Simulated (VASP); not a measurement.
S, 1 atom in the cell. It takes space group I4/mmm (No. 139, tetragonal). The conventional cell has a = 2.820 Å, b = 2.820 Å, c = 3.869 Å, α = 90.00°, β = 90.00°, γ = 90.00°. S (site symmetry 4/mmm) has 12 S at 2.78 to 2.82 Å as nearest neighbours. This isn't the form of S at room conditions, which is orthorhombic, of S8 rings. The cell isn't the ideal one: strain -0.0300 x Voigt [1, 0, 0, 0, 0, 0], atoms carried along.

| Item | Value |
| --- | --- |
| Program | VASP 6.6.1 |
| Task | single point |
| Functional | PBE |
| Dispersion | D3(BJ) |
| Potentials or basis | VASP PAW PBE potentials, release 64 (S) |
| Cutoff | 520 eV |
| k mesh | 20 × 20 × 20 |
| Occupations | gaussian, width 0.15 eV |
| Spin | no spin polarisation |
| Dipole correction | no |
| Further INCAR settings | ALGO = Normal; EDIFF = 1e-06; NBANDS = 9 |

Potentials or basis: VASP PAW PBE potentials, release 64 (S).

Command:

```bash
$ cat potpaw_PBE.64/S/POTCAR > POTCAR
$ mpirun -np 1 vasp_std > vasp.out
```

Hardware: 1 thread of Intel(R) Xeon(R) 6975P-C (Granite Rapids), on a shared host.

Task: Estimate the wall time of this run.

Result: It took 21 s on 1 thread of Intel(R) Xeon(R) 6975P-C (Granite Rapids) (shared host), peak memory 0.2 GiB. Counts: scf iterations 10, k points 641.
